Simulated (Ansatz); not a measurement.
Straining BiTe

The calculation used DFT r2SCAN, scalar-relativistic, plane waves, PAW (Ansatz). Settings: 500 eV cutoff, 10×10×8 k-mesh, Gaussian smearing of 0.10 eV, no spin polarisation.

Starting point, cell and atoms relaxed:

```
Bi Te
1.0
     3.23327    3.23327    0.00000
    -3.23327    3.23327    0.00000
     0.00000    0.00000    6.46655
Bi Te
2 2
Direct
  0.00000 0.00000 0.00000
  0.50000 0.50000 0.50000
  0.50000 0.50000 0.00000
  0.00000 0.00000 0.50000
```

Deformation: all cell vectors scaled alike, the atoms relaxed, all within the symmetry that the strain leaves. Energies are extrapolated to zero smearing. Stress is positive in compression, on the Cartesian axes of the cell above. On this cell's mesh the reference holds a stress of up to 0.36 GPa.

Spin–orbit coupling is left out, which can shift energies with elements as heavy as these.

```csv
strain (%),ΔE (meV/atom),a (Å),b (Å),c (Å),σxx (GPa),σyy (GPa),σzz (GPa)
-4.5,116.5,4.367,4.367,6.176,9.69,9.69,9.76
-3.0,49.2,4.435,4.435,6.273,5.69,5.69,5.98
-1.5,11.9,4.504,4.504,6.370,2.47,2.47,2.89
+0.0,0.0,4.573,4.573,6.467,-0.12,-0.12,0.36
+1.5,10.0,4.641,4.641,6.564,-2.18,-2.18,-1.71
+3.0,38.6,4.710,4.710,6.661,-3.81,-3.81,-3.39
+4.5,83.0,4.778,4.778,6.758,-5.07,-5.07,-4.71
```